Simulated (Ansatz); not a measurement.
# GaAs: what a guessed cell relaxes into, part 2 of 2

The task: take a trial cell of GaAs to zero force and stress.

Ansatz 0.2.0; DFT PBE, scalar-relativistic, plane waves, PAW. The steps go on from the part before.

**4. Final relaxation**

The end of the coarse run is made exact in the group found at a tolerance of 0.06 Å and reduced to its primitive cell.

Contents of input.yaml:

```yaml
crystal:
  lattice:
    - [3.7441507872, 0.0, 0.0]
    - [-1.8720753936, 3.2425296973, 0.0]
    - [0.0, 0.0, 6.5188773196]
  atoms:
    - { symbol: Ga, position: [0.0, 0.0, 0.0] }
    - { symbol: Ga, position: [0.0, 0.0, 0.5] }
    - { symbol: As, position: [0.3333333333, 0.6666666667, 0.25] }
    - { symbol: As, position: [0.6666666667, 0.3333333333, 0.75] }
basis:
  ecutwfc: 420
kpoints:
  mp_grid: { grid: [12, 12, 8] }
hamiltonian:
  xc: pbe
scf:
  occupations: { method: gaussian, width: 0.1 }
output:
  forces: true
  stress: true
  eigenvalues: true
  write_density: true
  write_potential: true
  elf: true
  volumetric_format: npy
relax:
  adjacent_minimum: "off"
  f_tol: 0.01
  max_steps: 80
  cell: { stress_tol: 0.05 }
```

Started as:

```sh
$ ansatz run input.yaml --threads 1 --pin off --max-ram 2048MiB --backend cpu --events-out ev --progress --plain --runs-dir out
```

The program printed, shortened:

```text
Warning: RAYON_NUM_THREADS=1 ignored (pool sized by the plan → 1); use --threads N
[...]
Pseudopotentials: kind: paw
Pseudopotential: Ga, paw, valence charge 13, recommended cutoff 420 eV (normal), Ga.paw.azcp
Pseudopotential: As, paw, valence charge 15, recommended cutoff 420 eV (normal), As.paw.azcp
Functional definition: PBE
[...]
Crystal: 4 atoms, lattice volume = 79.143 Å³
Basis set: ecut = 420 eV, 1581 PW (Γ), exchange–correlation on 54×54×90 points (8 copies of the dense FFT grid, shifted against one another)
Bands: 34, of which v1, the nominal top of the filled ones, is band 28 counted from 1 (27 counted from 0)
Symmetry: 24 space group operations
Space group: P63/mmc (ITA 194), of the structure as read, at distance tolerance 4.3e-5 Å
k-points: 95 of 1152
[...]
SCF iter   1: F=—  HF=-17278.307282 eV  |F-HF|=—  |Δ(HF+E_count)|=         —  Δρ=2.45e-3  dr2=6.54e-3  ethr=1.77e-3  ⟨swp⟩=5.3  Hψ=12131  notcnv=0  defer=9
[...]
  atom   4  As     0.00000000     0.00000000    -0.00000000
[...]
--- Stress (GPa, compression-positive) ---
        0.002702      -0.000000      -0.000000
       -0.000000       0.002702       0.000000
       -0.000000       0.000000       0.013048
  P = ⅓ Tr σ = 0.0062 GPa (0.062 kbar)
--- Band table (eV; the first three rows and the last of 95) ---
[...]
--- Relaxed structure (3 steps of the walk, 3 accepted, 1 SCFs on fresh bases) ---
  F+E_penalty+E_count = -17278.30732400 eV   max|allowed force component| = 1.850e-17 eV/Å   (the final SCF, on the basis selected at the relaxed cell)
  cell:  # Å, volume = 79.2415 Å³
    - [3.7656325952631575, 0.0, 0.0]
    - [-1.8828162976315788, 3.2611334888166197, 0.0]
    - [0.0, 0.0, 6.452770534117976]
  atoms:
    - { symbol: Ga, position: [6.5697791976322714e-37, -1.3688900590150016e-35, 0.0] }
    - { symbol: Ga, position: [6.954307284987417e-36, -9.667302676659616e-36, 0.5] }
    - { symbol: As, position: [0.33333333333333326, 0.6666666666666666, 0.25] }
    - { symbol: As, position: [0.6666666666666667, 0.33333333333333326, 0.75] }
```

Wall time 57 s (1 thread of Arm Neoverse V2, shared host); peak memory 0.48 GiB.

Relaxation path:

```csv
step,energy from step 1 (eV/cell),largest force component (eV/Å),pressure (GPa),volume (Å³)
1,0.0000,0.0000,0.04,79.14
2,-0.0021,0.0000,-0.04,79.30
3,-0.0021,0.0000,0.01,79.24
4,-0.0022,0.0000,0.01,79.24
```

Step 1 is the start. Step 4 repeats the geometry before it on a plane-wave basis chosen anew for that cell, so its energy need not be comparable with the rows above.

|  | before | after | change |
| --- | --- | --- | --- |
| a (Å) | 3.744 | 3.766 | +0.6 % |
| b (Å) | 3.744 | 3.766 | +0.6 % |
| c (Å) | 6.519 | 6.453 | -1.0 % |
| volume (Å³/atom) | 19.79 | 19.81 | +0.1 % |
| shortest distance (Å) | 2.707 | 2.707 | 0.0 % |
| space group (0.01 Å) | P6_3/mmc | P6_3/mmc | same |

Forces and stress were held to the start's 24 operations: a distortion of lower symmetry was not tested.

Density in a lattice plane of the grid's cell (edges 3.77 and 6.45 Å, at 1.000 of the third edge), which holds Ga.

Ten even steps from '0' (0.10 e/Å³) to '9' (52.31 e/Å³):
```
31000000000001
00000000000000
00000000000000
00000000000000
00000000000000
00000000000000
00000000000000
00000000000000
31000000000001
84000000000004
31000000000001
00000000000000
00000000000000
00000000000000
00000000000000
00000000000000
00000000000000
00000000000000
31000000000001
94000000000004
```
Columns run along the first of these edges and rows up along the second, over one cell in 14 and 20 even steps from the bottom left corner. Atoms in the plane (fractional): Ga at (0.00, 0.00), Ga at (0.00, 0.50).

ELF in the same plane.

Ten even steps from ' ' (0.02) to '@' (0.59):
```
    ::======------======::  
::--====++**********++====--
----==++##%%@@@@@@%%##++==--
----==++##@@@@@@@@@@##++==--
::::--++##@@@@@@@@@@##++--::
----==++##@@@@@@@@@@##++==--
----==++##%%@@@@@@%%##++==--
::--====++**********++====--
    ::======------======::  
++  ..======::::::======..  
    ::======------======::  
::--====++**********++====--
----==++##%%@@@@@@%%##++==--
----==++##@@@@@@@@@@##++==--
::::--++##@@@@@@@@@@##++--::
----==++##@@@@@@@@@@##++==--
----==++##%%@@@@@@%%##++==--
::--====++**********++====--
    ::======------======::  
%%  ..======::::::======..  
```
Columns run along the first of these edges and rows up along the second, over one cell in 14 and 20 even steps from the bottom left corner. Atoms in the plane (fractional): Ga at (0.00, 0.00), Ga at (0.00, 0.50).

Both are smooth fields of the valence electrons: close to the nuclei they are not physical.

The highest ELF values outside the cores: 0.68 in the shell around As, 1.0 Å from As.

**5. Changing settings: preconditioner local_kerker**

Contents of input.yaml:

```yaml
crystal:
  lattice:
    - [3.7656325953, 0.0, 0.0]
    - [-1.8828162976, 3.2611334888, 0.0]
    - [0.0, 0.0, 6.4527705341]
  atoms:
    - { symbol: Ga, position: [0.0, 0.0, 0.0] }
    - { symbol: Ga, position: [0.0, 0.0, 0.5] }
    - { symbol: As, position: [0.3333333333, 0.6666666667, 0.25] }
    - { symbol: As, position: [0.6666666667, 0.3333333333, 0.75] }
basis:
  ecutwfc: 420
kpoints:
  mp_grid: { grid: [12, 12, 8] }
hamiltonian:
  xc: pbe
scf:
  occupations: { method: gaussian, width: 0.1 }
  mixing: { preconditioner: local_kerker }
output:
  forces: true
  eigenvalues: true
  stress: true
```

Started as:

```sh
$ ansatz run input.yaml --threads 1 --pin off --max-ram 2048MiB --backend cpu --events-out ev --progress --plain --runs-dir out
```

The program printed, shortened:

```text
Warning: RAYON_NUM_THREADS=1 ignored (pool sized by the plan → 1); use --threads N
[...]
[... 4 set-up lines as earlier in the session ...]
[...]
Crystal: 4 atoms, lattice volume = 79.242 Å³
Basis set: ecut = 420 eV, 1581 PW (Γ), exchange–correlation on 54×54×90 points (8 copies of the dense FFT grid, shifted against one another)
Bands: 34, of which v1, the nominal top of the filled ones, is band 28 counted from 1 (27 counted from 0)
[... 2 set-up lines as earlier in the session ...]
k-points: 95 of 1152
[...]
SCF iter   1: F=—  HF=-17278.309303 eV  |F-HF|=—  |Δ(HF+E_count)|=         —  Δρ=2.36e-3  dr2=6.02e-3  ethr=1.77e-3  ⟨swp⟩=5.4  Hψ=12109  notcnv=0  defer=11
[...]
SCF iter   7: F=-17278.307324 eV  HF=-17278.307324 eV  |F-HF|=1.19e-8  |Δ(HF+E_count)|=   3.69e-8  Δρ=4.44e-6  dr2=9.20e-9  ethr=2.53e-11  ⟨swp⟩=4.2  Hψ=11238  notcnv=0
[...]
SCF converged after 7 iterations
Free energy (F): -17278.307324 eV
[...]
E sigma→0 (E₀):  -17278.302006 eV
Entropy (-TS):   -0.010637 eV (-2.659 meV/atom)
Fermi energy:    9.925746 eV
[...]
--- Forces (eV/Å), atoms counted from 1 ---
  atom   1  Ga    -0.00000000    -0.00000000     0.00000000
  atom   2  Ga    -0.00000000    -0.00000000     0.00000000
  atom   3  As    -0.00000000     0.00000000     0.00000000
  atom   4  As     0.00000000     0.00000000     0.00000000
[...]
--- Stress (GPa, compression-positive) ---
        0.002680       0.000000       0.000000
        0.000000       0.002680       0.000000
        0.000000       0.000000       0.012996
  P = ⅓ Tr σ = 0.0061 GPa (0.061 kbar)
--- Band table (eV; the first three rows and the last of 95) ---
[...]
```

It took 12 s on 1 thread of Arm Neoverse V2, shared host; peak memory 0.46 GiB.

```
    run     ending  energy change  pressure (GPa)  gap (eV)  force (eV/Å)  cycles  time
 step 4  converged              0             0.0      0.00          0.00       -  57 s
variant  converged   0.0 meV/atom             0.0      0.00          0.00       7  12 s
```

The changed mixing doesn't alter the result here (within 0.5 meV/atom).

**6. Outcome**

What follows sums up all 2 parts. Changes of volume or cell count from the first structure of part 1.

| quantity | value |
| --- | --- |
| symmetry at the end (tolerance 0.05 Å) | space group P6_3/mmc (No. 194) |
| conventional cell | a = 3.766 Å, b = 3.766 Å, c = 6.453 Å, α = 90.00°, β = 90.00°, γ = 120.00° |
| volume | 19.81 Å³/atom |
| energy over the elements | 0.00 eV/atom |
| gap on the mesh | none (metal) |

In words: The space group P6_3/mmc (No. 194) is kept, and the volume per atom grows by 14.0 % from the first guess. The formation energy of this structure is too near zero to say whether it is bound against the elements. No finished test with a distortion of lower symmetry is shown, so the end may be a saddle point.
